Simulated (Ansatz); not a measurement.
Crystal: MnAs.

```
As Mn
1.0
     3.71000    0.00000    0.00000
    -1.85500    3.21295    0.00000
     0.00000    0.00000    5.69100
As Mn
2 2
Direct
  0.66667 0.33333 0.75000
  0.33333 0.66667 0.25000
  0.00000 0.00000 0.50000
  0.00000 0.00000 0.00000
```

Base run:

| Item | Value |
| --- | --- |
| Program | Ansatz 0.2.0 |
| Functional | LDA |
| Potentials or basis | Ansatz PAW |
| Cutoff | 420 eV |
| Density cutoff | 1680 eV |
| k mesh | 8 × 8 × 5 |
| Occupations | fermi-dirac, width 0.05 eV |
| Spin | collinear spin, ferromagnetic start |
| Starting moments | [0.0, 0.0, 4.0, 4.0] μB |

Its results: band gap on the k mesh none (metal or under the smearing width); pressure -14.0 GPa; net moment 5.89 μB per cell; site moments As -0.11; Mn +2.94 μB.

Question: The run is repeated on the same cell with these changes: functional from LDA to PBE. What comes out?

Answer: Band gap on the k mesh none (metal or under the smearing width); pressure -3.5 GPa; net moment 6.28 μB per cell; site moments As -0.12; Mn +3.15 μB.

PBE binds less tightly than LDA, so the same cell stands under more pressure.

Caveats: only a ferromagnetic start was run, and an antiferromagnetic order may lie lower in energy; the PAW data sets come from PBE, with cores solved anew for the run's functional, which leaves a small shift of forces and pressure (some runs).

Not every run made on this cell is shown here.
